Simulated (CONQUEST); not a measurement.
Bi under changes of volume

One of the cells (31.117 Å³/atom); the others are scaled copies at fixed shape and fractional positions:

```xyz
2
Lattice="3.9629 0.0000 0.0000 0.0000 3.9629 0.0000 0.0000 0.0000 3.9629" Properties=species:S:1:pos:R:3 pbc="T T T"
Bi    0.0000    0.0000    0.0000
Bi    1.9814    1.9814    1.9814
```

This isn't the form of Bi at room conditions, which is rhombohedral.

* Program: CONQUEST 1.3
* Functional: PBE
* Potentials or basis: PseudoDojo NC PBE, DZP, grid of 40 × 40 × 40 points
* k mesh: 7 × 7 × 7
* Occupations: fermi-dirac, width 0.05 eV
* Spin: no spin polarisation

```tsv
volume (Å³/atom)	energy over the lowest point (meV/atom)	pressure (GPa)
29.250	60.31	7.1
29.872	36.95	5.2
30.495	19.91	3.7
31.117	8.70	2.3
31.739	1.97	1.3
32.362	0.00	-0.1
32.984	?	?
```

Question: What does the run at 32.984 Å³/atom give?

Answer: Energy over the lowest point 2.21 meV/atom; pressure -1.0 GPa.

Worked out: A Birch-Murnaghan fit of order 3 (a polynomial in V^(-2/3)) to the other rows has its minimum at 32.38 Å³/atom, just outside them, with B0 = V·E''(V) = 51 GPa and B' = 5.6. It gives 1.67 meV/atom at 32.984 Å³/atom, against the run's 2.21, and -dE/dV = -0.9 GPa, against -1.0.

Energies are extrapolated to zero smearing.

Caveats: the basis of atomic orbitals isn't converged, which shifts pressures, moduli and gaps.
